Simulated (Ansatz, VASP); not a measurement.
# C: VASP beside Ansatz

```
CELL_PARAMETERS angstrom
2.10039 0.00000 0.00000
-1.05019 1.81899 0.00000
0.00000 0.00000 3.40263
ATOMIC_POSITIONS crystal
C 0.21333 0.60667 0.16000
C 0.78667 0.39333 0.84000
```

Change from the starting cell: shortest bond scaled by 0.64, LAPW.

Alike in both runs: task single point; functional PBE; k mesh 16 × 16 × 9; occupations fermi-dirac, width 0.05 eV; no spin polarisation.

|  | VASP | Ansatz |
| --- | --- | --- |
| version | VASP 6.6.1 | Ansatz 0.2.0 |
| potentials or method | VASP PAW PBE potentials, release 64 (C), cutoff 520 eV | all-electron LAPW, scalar-relativistic |

Ansatz gave:

| Item | Value |
| --- | --- |
| pressure (GPa) | 65.6 |
| largest component of the traceless stress (GPa) | 29.23 |
| rms of the force components (eV/Å) | 1.628 |

Task: Estimate VASP's values.

Result: Pressure (GPa): 66.3; largest component of the traceless stress (GPa): 29.84; rms of the force components (eV/Å): 1.688.

Atom by atom the forces differ by 0.059 eV/Å (rms over components). Ansatz ran all-electron here, so the differences hold the error of VASP's frozen core and of both bases.

Caveats: the cell as given lies far from equilibrium; so large a pressure means that the cell lies far from this level's equilibrium, or that cutoff or potentials fall short (VASP); forces of over 1 eV/Å show positions far from the minimum, so gaps and moduli don't describe the material at rest.
